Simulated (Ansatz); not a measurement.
# How many bands does the GW gap of PbI2 (P-3m1) need?, part 2 of 2

Wanted: a G0W0 gap for PbI2 (P-3m1) that is converged in bands and cutoff, or an estimate of the limit.

Ansatz 0.2.0; G0W0 on PBE, plane waves, PAW. Known limits of the many-body steps: not at the basis limit; no spin-orbit coupling; coarse k mesh.

So far. Step 4 (805 empty bands, screening to 200 eV): Against the run with 6×6×2 mesh, 374 empty bands, screening to 120 eV, the gap moves by +0.08 eV.

### Step 5. Changing the frequency model: 6×6×2 mesh, 374 empty bands, screening to 120 eV, plasmon pole

A plasmon pole stands in for the full frequency dependence of the screening; this run shows what that costs in accuracy. Bands and cutoff differ from the step before, so it is read against an earlier run that matches them.

input.yaml

```yaml
crystal:
  lattice:
    - [4.555, 0.0, 0.0]
    - [-2.2775, 3.9447457142, 0.0]
    - [0.0, 0.0, 6.977]
  atoms:
    - { symbol: Pb, position: [0.0, 0.0, 0.0] }
    - { symbol: I, position: [0.3333333333, 0.6666666667, 0.265] }
    - { symbol: I, position: [0.6666666667, 0.3333333333, 0.735] }
kpoints:
  mp_grid: { grid: [6, 6, 2] }
hamiltonian:
  xc: pbe
scf:
  occupations: { method: fixed }
gw:
  n_empty_bands: 374
  ecut_chi: 120
  qp_bands: [v2, c2]
  qp_kpoints: band_edges
  screening: { model: godby_needs }
```

Launch:

```bash
> ansatz run input.yaml --threads 3 --pin off --max-ram 92160MiB --backend cuda --events-out ev --progress --plain --runs-dir out --devices 1 --max-vram 13GiB  # rebuilt from the run's record
```

Numbers of over 12 decimals in the logs are rounded to 6 here.

The log of the run:

```text
GPUs: using 1 of 1 available (devices: 1).
[...]
GPU FFT provider: cuFFT
GPU libraries: cuBLAS 13.8.2, cuFFT 12.4.0, cuSOLVER 12.3.4
Crystal: 3 atoms, lattice volume = 125.365 Å³
Basis set: ecut = 420 eV, 2453 PW (Γ)
Bands: 29, of which v1, the nominal top of the filled ones, is band 24 counted from 1 (23 counted from 0)
Symmetry: 12 space group operations
[...]
k-points: 14 of 72
[...]
1    26      8.3310    -8.3270    -3.4594   -12.0476  0.8112     8.5926     8.5922  root
[...]
13    23      4.3867   -17.4043     1.9169   -14.6073  0.7844     3.4998     3.5066  root
    13    24      5.0779   -17.3909     1.3470   -15.2883  0.7935     4.3185     4.3223  root
    13    25      8.5345    -8.0406    -3.5048   -11.8026  0.8110     8.7921     8.7917  root
    13    26      8.5345    -8.0406    -3.5048   -11.8026  0.8110     8.7921     8.7917  root
[key lines of the parts left out:]
SCF converged after 6 iterations
Free energy (F): -26934.179902 eV
Fermi energy:    5.163079 eV
```

Wall time 38 s (1 × NVIDIA H100 80GB HBM3 (shared by 6 runs) with 3 threads of AMD EPYC 7R13 (Zen 3), shared host); peak memory 2.3 GiB; 79 s of CPU time.

This step gave:

| Property | Result |
| --- | --- |
| bands summed | 398 |
| plasmon-pole fit frequency | 22.98 eV |
| RPA ε∞ on this mesh (eigenvalues) | 4.657, 6.265, 6.265 |
| plane waves in the screening matrix | 379 |
| G0W0 gap on the mesh | 3.100 eV |
| k of the valence top | 0, 0, -0.5 |
| k of the conduction bottom | 0, 0, -0.5 |
| starting gap on the mesh | 2.215 eV |
| least direct G0W0 gap on the computed points | 3.100 eV |

Against the run with 6×6×2 mesh, 374 empty bands, screening to 120 eV, the gap moves by −0.04 eV.

### Step 6. Changing the files: 6×6×2 mesh, 374 empty bands, screening to 120 eV, hard PAW files

Other atomic data (hard PAW) test the pseudisation: the cutoff goes from 420 to 580 eV and the valence electrons from 48 to 56, which opens shells that were frozen.

Edit input.yaml of step 5 so:

```diff
@@ -13,2 +13,3 @@
   xc: pbe
+  pseudopotentials: { kind: paw, source: ansatz }
 scf:
@@ -20,2 +21,2 @@
   qp_kpoints: band_edges
-  screening: { model: godby_needs }
+  screening: { model: contour_deformation }
```

The log of the run:

```text
GPUs: using 1 of 1 available (devices: 1).
[...]
GPU FFT provider: cuFFT
GPU libraries: cuBLAS 13.8.2, cuFFT 12.4.0, cuSOLVER 12.3.4
Crystal: 3 atoms, lattice volume = 125.365 Å³
Basis set: ecut = 580 eV, 4017 PW (Γ)
Bands: 34, of which v1, the nominal top of the filled ones, is band 28 counted from 1 (27 counted from 0)
Symmetry: 12 space group operations
[...]
k-points: 14 of 72
[...]
1    30      8.8857    -8.3201    -3.4827   -12.0389  0.7854     9.1226     9.1218  root
[...]
13    27      4.9387   -17.3989     1.9239   -14.6004  0.7482     4.0470     4.0641  root
    13    28      5.6285   -17.3635     1.3192   -15.2624  0.7637     4.8360     4.8467  root
    13    29      9.0882    -8.0341    -3.5394   -11.7943  0.7856     9.3097     9.3090  root
    13    30      9.0882    -8.0341    -3.5394   -11.7943  0.7856     9.3097     9.3090  root
[key lines of the parts left out:]
SCF converged after 8 iterations
Free energy (F): -30326.126500 eV
Fermi energy:    5.713684 eV
```

The job ended after 61 s (1 × NVIDIA H100 80GB HBM3 (shared by 6 runs) with 3 threads; peak memory 1.8 GiB).

This step gave:

* bands summed: 402
* RPA ε∞ on this mesh (eigenvalues): 4.657, 6.261, 6.261
* plane waves in the screening matrix: 379
* G0W0 gap on the mesh: 3.122 eV
* k of the valence top: 0, 0, -0.5
* k of the conduction bottom: 0, 0, -0.5
* starting gap on the mesh: 2.218 eV
* least direct G0W0 gap on the computed points: 3.122 eV

Against the run with 6×6×2 mesh, 374 empty bands, screening to 120 eV, the gap moves by −0.015 eV.

### Step 7. The runs together

Times are wall times on 1 × NVIDIA H100 80GB HBM3 (shared by 6 runs) with 3 threads of AMD EPYC 7R13 (Zen 3), shared host, good to a factor of about two.

```csv
mesh,files,frequency,bands summed,cutoff (eV),start (eV),G0W0 (eV),time,host memory (GiB)
6×6×2,default PAW,contour deformation,156,60,2.215,2.994,14 s,1.2
6×6×2,default PAW,contour deformation,398,120,2.215,3.137,35 s,1.6
6×6×2,default PAW,contour deformation,829,200,2.215,3.220,95 s,3.0
6×6×2,default PAW,plasmon pole,398,120,2.215,3.100,38 s,2.3
6×6×2,hard PAW,contour deformation,402,120,2.218,3.122,61 s,1.8
```

How the two edges are built up, in eV (the quasiparticle level is the starting level plus Σx plus Σc less Vxc):

```csv
run,edge,start,Σx,Σc,Vxc,Z,QP
156 bands,valence top,5.16,-17.25,1.54,-15.35,0.77,4.79
156 bands,conduction bottom,7.38,-7.43,-3.15,-10.99,0.80,7.78
398 bands,valence top,5.16,-17.25,1.15,-15.35,0.77,4.40
398 bands,conduction bottom,7.38,-7.43,-3.40,-10.99,0.80,7.54
829 bands,valence top,5.16,-17.25,0.96,-15.35,0.77,4.21
829 bands,conduction bottom,7.38,-7.43,-3.50,-10.99,0.80,7.43
```

### Step 8. What came out

```json
{
  "156 bands, 60 eV": "2.994 eV",
  "398 bands, 120 eV": "3.137 eV",
  "829 bands, 200 eV": "3.220 eV",
  "estimated limit in bands and cutoff": "3.30 eV",
  "mesh and start": "6×6×2, PBE"
}
```

**Reading.** A line in one over the bands through the two highest rungs gives 3.30 eV, +0.08 eV from the top rung; the pair below gives 3.23 eV, so the estimate is still climbing. The rungs stand 0.30 eV (156 bands), 0.16 eV (398 bands) and 0.08 eV (829 bands) from it. From 156 to 829 bands the gap moves by +0.23 eV while the time grows 6.9-fold. Σc changes by −0.58 eV at the valence top and −0.35 eV at the conduction bottom, so the levels themselves move more than the gap between them. The plasmon-pole model gives −0.04 eV against contour deformation, 4 % of the correction, and saved no time in this program. Hard PAW files move the gap by −0.01 eV at equal bands and cutoff, +0.003 eV of it in the start. The cheapest rung within 0.1 eV of this estimate is that with 829 bands (95 s). The 6×6×2 mesh is coarse for this cell (its supercell is 14 Å along the shortest edge). The RPA ε∞ on it, from the PBE start, is 4.66 and 6.26; such meshes misread the long-range screening, most where the gap is narrow. Where an edge is built on 6p states of lead, bismuth or thallium, scalar-relativistic gaps usually stand too wide, by a few tenths to over one eV. The many-body steps are scalar-relativistic: spin-orbit coupling is not in them.

[Paths, hosts, dates, memory and timing lines, banners, echoed tables and standing remarks are left out of the program output.]

[Logs are printed without paths, hosts, clocks, repeated set-up lines and the standing remarks that a program may print on its own settings, such as how far it seeks lower states.]

[Runs of the session that timed out or met a known fault of the program may be left out.]

[Cells called generated may have been cut or substituted from an entry of the Crystallography Open Database or the Materials Project.]

[Hosts, paths, dates, database ids (printed as entryN), source tags and the programs' standing remarks are cut or masked in the printed files.]
